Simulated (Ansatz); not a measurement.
**Rigid cleavage in BN**

Method: DFT PBEsol, scalar-relativistic, plane waves, PAW in Ansatz 0.2.0. Settings: plane waves to 420 eV, k-mesh 10×10×2 (Γ-centred), Gaussian smearing 0.05 eV. No spin polarisation. Energies are free energies at this smearing, counted from the undisturbed cell; pressure is positive in compression.

The undisturbed cell (relaxed at this level; this wurtzite form isn't the usual structure):

```
CELL_PARAMETERS angstrom
-2.54101 0.00000 0.00000
-1.27051 -2.20058 0.00000
0.00000 0.00000 12.60989
ATOMIC_POSITIONS crystal
B 0.66667 0.66667 0.06244
B 0.66667 0.66667 0.39578
B 0.66667 0.66667 0.72911
B 0.33333 0.33333 0.89578
B 0.33333 0.33333 0.22911
B 0.33333 0.33333 0.56244
N 0.66667 0.66667 0.93762
N 0.66667 0.66667 0.27096
N 0.66667 0.66667 0.60429
N 0.33333 0.33333 0.77096
N 0.33333 0.33333 0.10429
N 0.33333 0.33333 0.43762
```

The cut lies on the cell's a–b face, a (0 0 1) plane (indices in the standard cell, whose axes needn't be the Cartesian ones shown) of area 5.59 Å², between layers 1.57 Å apart. Vector c is lengthened by d along the normal with the atoms' Cartesian places fixed: one unrelaxed cut a cell.

```csv
d (Å),energy (J/m²),traction dE/dd (GPa),gap on the mesh (eV)
-0.30,4.77,-414.6,4.67
-0.15,?,?,4.98
0.00,0.00,0.0,5.16
0.25,?,?,4.95
0.50,3.63,98.3,3.77
0.75,6.01,90.7,2.31
1.00,8.12,76.9,1.26
1.50,11.22,47.8,0.07
2.00,12.99,25.1,0.00
3.00,?,4.3,0.00
4.50,14.46,0.3,0.00
6.00,14.48,0.1,0.00
```

Where the gap reads zero the k-mesh, chosen for the insulator, is on the coarse side.

Task: Give the withheld values.

Result: energy (J/m²) at d (Å) = -0.15: 0.89; traction dE/dd (GPa) at d (Å) = -0.15: -135.4; energy (J/m²) at d (Å) = 0.25: 1.28; traction dE/dd (GPa) at d (Å) = 0.25: 83.6; energy (J/m²) at d (Å) = 3.00: 14.25.

Cost: 12 runs of about 1.1 core-minutes in all, on Intel Xeon 6975P-C (Granite Rapids) (shared hosts).